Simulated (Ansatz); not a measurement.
Pb: equation of state with BLYP+D3(BJ)

The system is Pb.

```
Pb
1.0
     0.00000    2.47502    2.47502
     2.47502    0.00000    2.47502
     2.47502    2.47502    0.00000
Pb
1
Cartesian
  0.0000 0.0000 0.0000
```

```
Program             : Ansatz 0.2.0
Task                : equation of state
Functional          : BLYP
Dispersion          : D3(BJ)
Potentials or basis : Ansatz PAW
Cutoff              : 420 eV
Density cutoff      : 1680 eV
k mesh              : 9 × 9 × 9
Occupations         : fermi-dirac, width 0.05 eV
Spin                : no spin polarisation
```

- Equilibrium volume: 30.70 Å³/atom
- Bulk modulus: 44 GPa
- Pressure derivative of the bulk modulus: 5.1

Energy against volume, from the lowest point:
```tsv
volume (Å³/atom)	energy (meV/atom)
28.503	24.82
29.110	12.35
29.716	4.40
30.323	0.45
30.929	0.00
31.535	2.65
32.142	8.13
```

All runs of the series together: 4 s on 2 threads of Arm Neoverse V2, with other jobs on the host.

The cell as given is a measured one (30.32 Å³/atom); BLYP+D3(BJ) puts the equilibrium volume +1.3 % from it, thermal expansion not counted.

Caveat: the potentials were made for another functional, which shifts forces and pressure. Spin-orbit coupling is left out, which matters for the levels of Pb.
